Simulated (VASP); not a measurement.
I:

```
I
1.0
    -1.61746    1.61746    4.26481
     1.61746   -1.61746    4.26481
     1.61746    1.61746   -4.26481
I
1
Direct
  0.00000 0.00000 0.00000
```

| Quantity | Value |
| --- | --- |
| Program | VASP 6.6.1 |
| Task | single point |
| Functional | PBE |
| Potentials or basis | VASP PAW PBE potentials, release 64 (I) |
| Cutoff | 520 eV |
| k mesh | 11 × 11 × 11 |
| Occupations | fermi-dirac, width 0.05 eV |
| Spin | no spin polarisation |

On this cell: pressure 0.1 GPa; band gap on the k mesh none (metal or under the smearing width).

The same run follows on a disturbed copy (cell strained at random at fixed volume):

```xyz
1
Lattice="-1.5899 1.6321 4.2367 1.6842 -1.6402 4.2755 1.5553 1.6056 -4.2398" Properties=species:S:1:pos:R:3 pbc="T T T"
I     0.0392    0.0101   -0.0039
```

**Question.** What does the disturbed cell give?

**Answer.** The energy (extrapolated to zero smearing) moves by -0.0 meV/atom; pressure 0.0 GPa; band gap on the k mesh none (metal or under the smearing width).

Stress tensor (GPa, compression positive):
```
 0.04 -0.03 -0.03
-0.03 -0.10  0.00
-0.03  0.00  0.17
```

Caveats: an odd number of electrons without spin polarisation forces a metal; a magnetic or distorted state may lie lower.
